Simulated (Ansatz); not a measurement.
## LiCl: energy against volume and a worked fit

Symmetry: Fm-3m, No. 225, cubic system. The conventional cell has a = 5.130 Å, b = 5.130 Å, c = 5.130 Å, α = 90.00°, β = 90.00°, γ = 90.00°. Cl (site symmetry m-3m) is surrounded by 6 Li at 2.56 Å. Li (site symmetry m-3m) has 6 Cl at 2.56 Å as nearest neighbours.

The cell was scaled at fixed shape and fractions and run with Ansatz, SPMS NC, cutoff 707 eV; BPBE, k mesh 9 × 9 × 9 on the cell of 2 atoms, fixed occupations, no spin polarisation, no spin-orbit coupling. The potentials were made for PBE.

| V (Å³/atom) | energy over the lowest row (meV/atom) |
| --- | --- |
| 15.8589 | 17.168 |
| 16.1963 | 10.510 |
| 16.5337 | ? |
| 16.8712 | 2.354 |
| 17.2086 | 0.524 |
| 17.5460 | 0.000 |
| 17.8834 | 0.644 |

**Question.** Fit the third-order Birch-Murnaghan form, give V0, B0 and B′, and predict the energy left open.

**Answer.** With y = (V0/V)^(2/3), E = E0 + (9 V0 B0/16) [(y - 1)³ B′ + (y - 1)² (6 - 4y)]. Least squares through the rows shown give V0 = 17.5231 Å³/atom, E0 = -0.005 meV, B0 = 29.14 GPa (1 eV/Å³ = 160.218 GPa) and B′ = 4.35, with a largest miss of 0.003 meV. At V = 16.5337 the form with these constants gives 5.630 meV; the run gave 5.640 meV an atom.
